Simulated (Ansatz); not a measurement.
## HfN: energy against volume and a worked fit

The structure is cubic, space group Pm-3m (No. 221). Conventional cell: a = 2.825 Å, b = 2.825 Å, c = 2.825 Å, α = 90.00°, β = 90.00°, γ = 90.00°. Hf (site symmetry m-3m) has 8 N at 2.45 Å as nearest neighbours. N (site symmetry m-3m) has 8 Hf at 2.45 Å as nearest neighbours.

The cell comes from a database or a generator and needn't be the stable form of this composition.

The cell was scaled at fixed shape and fractions and run with Ansatz, Ansatz PAW (earlier soft set), cutoff 420 eV; PBE, k mesh 9 × 9 × 9 on the cell of 2 atoms, fermi-dirac occupations of 0.05 eV, no spin polarisation, no spin-orbit coupling. Energies are those that the program minimises, any entropy of the smearing included. For a metal such a mesh isn't converged to the digits shown.

```tsv
V (Å³/atom)	energy over the lowest row (meV/atom)
10.5966	34.03
10.8221	14.79
11.0475	3.74
11.2730	0.00
11.4985	2.90
11.7239	?
11.9494	26.00
```

Fit the third-order Birch-Murnaghan form, give V0, B0 and B′, and predict the energy left open.

With y = (V0/V)^(2/3), E = E0 + (9 V0 B0/16) [(y - 1)³ B′ + (y - 1)² (6 - 4y)]. Least squares through the rows shown give V0 = 11.2833 Å³/atom, E0 = 0.00 meV, B0 = 234.0 GPa (1 eV/Å³ = 160.218 GPa) and B′ = 4.20, with a largest miss of 0.01 meV. At V = 11.7239 the form with these constants gives 11.76 meV; the run gave 11.79 meV an atom.

The fit describes a stiff solid, with B0 = 234.0 GPa and a minimum at 11.2833 Å³/atom, close to the unscaled cell. The stiffness is what Hf 5d-N 2p covalency, reinforced by charge transfer to nitrogen, would be expected to give. Compression costs more than an equal expansion because overlap repulsion rises steeply as the Hf-N contacts shorten, while the attraction fades more gently on stretching; the positive B′ expresses this asymmetry.

The withheld energy is reproduced closely, but it lies inside the fitted range, so it supports the form as an interpolation and says little about strong compression. B′ rests on the curve's small departure from a parabola and is the less secure constant.

HfN ordinarily adopts the rocksalt structure, with six neighbours rather than the eight found here, so these constants shouldn't be set directly against measurements on the usual nitride. Uniform scaling probes only the response to volume, leaving resistance to shear or to internal displacements untested.
